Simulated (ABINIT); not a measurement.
TePb:

```xyz
2
Lattice="0.0000 3.2310 3.2310 3.2310 0.0000 3.2310 3.2310 3.2310 0.0000" Properties=species:S:1:pos:R:3 pbc="T T T"
Pb    0.0000    0.0000    0.0000
Te    3.2310    3.2310    3.2310
```

Base run:

| Property | Result |
| --- | --- |
| Program | ABINIT 10.8.3 (patched build) |
| Functional | LDA |
| Potentials or basis | JTH PAW PBE v2.0 |
| Cutoff | 707 eV |
| k mesh | 7 × 7 × 7 |
| Occupations | fermi-dirac, width 0.05 eV |
| Spin | no spin polarisation |

Its results: pressure -1.8 GPa.

Q: After a change of settings the same cell gave: pressure -0.2 GPa. Which change was it?
A. functional from LDA to AM05
B. functional from LDA to BLYP
C. functional from LDA to revPBE
D. functional from LDA to RPBE

A: A.

AM05 binds less tightly than LDA, so the same cell stands under more pressure.

Caveats: the PAW data sets were made with another functional, which shifts forces and pressure a little.

Runs at the PBE level aren't shown here.
